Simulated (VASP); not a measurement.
KBr:

```
K Br
1.0
     0.00000    3.30000    3.30000
     3.30000    0.00000    3.30000
     3.30000    3.30000    0.00000
K Br
1 1
Direct
  0.00000 0.00000 0.00000
  0.50000 0.50000 0.50000
```

```yaml
Program: VASP 6.6.1
Task: relaxation of cell and atoms
Functional: PBE
Potentials_or_basis: VASP PAW PBE potentials, release 64 (K_pv, Br)
Cutoff: 300 eV
k_mesh: 4 × 4 × 4
Occupations: gaussian, width 0.03 eV
Spin: no spin polarisation
```

At the start: pressure 1.0 GPa; volume 35.94 Å³/atom.

Q: How do energy, volume and symmetry change on relaxing?

A: Over 3 steps the energy falls by 6.6 meV/atom and the volume is 38.16 Å³/atom (+6.2 %); space group Fm-3m (No. 225, to 0.05 Å).

The path:
```
step  energy change (eV)  largest force (eV/Å)  pressure (GPa)  volume (Å³)
   1              0.0000                0.0000            0.98        71.87
   2             -0.0102                0.0000            0.43        74.19
   3             -0.0132                0.0000            0.02        76.32
```

Final structure:
```xyz
2
Lattice="0.0000 3.3667 3.3667 3.3667 0.0000 3.3667 3.3667 3.3667 0.0000" Properties=species:S:1:pos:R:3 pbc="T T T"
K     0.0000    0.0000    0.0000
Br    3.3667    3.3667    3.3667
```
